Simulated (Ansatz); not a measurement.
# YN: the cost of one run

Program: Ansatz 0.2.0. Level of theory: DFT, levels as named, plane waves, PAW. These are calculated values, not measurements.

### Step 1. The starting structure

Symmetry: Fm-3m, No. 225, cubic system. The conventional cell has a = 4.877 Å, b = 4.877 Å, c = 4.877 Å, α = 90.00°, β = 90.00°, γ = 90.00°. Y (site symmetry m-3m) has 6 N at 2.44 Å as nearest neighbours. N (site symmetry m-3m) has 6 Y at 2.44 Å as nearest neighbours.

Structure file:

```
Y N
1.0
     0.00000    2.43850    2.43850
     2.43850    0.00000    2.43850
     2.43850    2.43850    0.00000
Y N
1 1
Direct
  0.00000 0.00000 0.00000
  0.50000 0.50000 0.50000
```

### Step 2. Relaxation with PBE

File input.yaml:

```yaml
crystal:
  lattice:
    - [0.0, 2.4385, 2.4385]
    - [2.4385, 0.0, 2.4385]
    - [2.4385, 2.4385, 0.0]
  atoms:
    - { symbol: "Y", position: [0.0, 0.0, 0.0] }
    - { symbol: "N", position: [0.5, 0.5, 0.5] }
  symmetry: { tolerance: 0.0003 }
hamiltonian:
  xc: pbe
  pseudopotentials: { kind: paw, azcp: { folder: soft_1 } }
basis:
  ecutwfc: 420
magnetization:
  spin_polarized: false
scf:
  occupations: { method: fermi_dirac, width: 0.1 }
kpoints:
  mp_grid: { grid: [11, 11, 11], shift: [0, 0, 0] }
output:
  forces: true
  stress: true
  eigenvalues: true
relax:
  max_steps: 60
  cell: {}
```

Run with:

```
> ansatz run input.yaml --threads 2 --pin off --max-ram 5632MiB --backend cpu --events-out ev --progress --plain --runs-dir out
```

Q: Estimate wall time and peak memory on 2 threads of AMD EPYC 9R45 (Zen 5), shared host.

About 2.6 s, with a peak of 0.35 GiB.
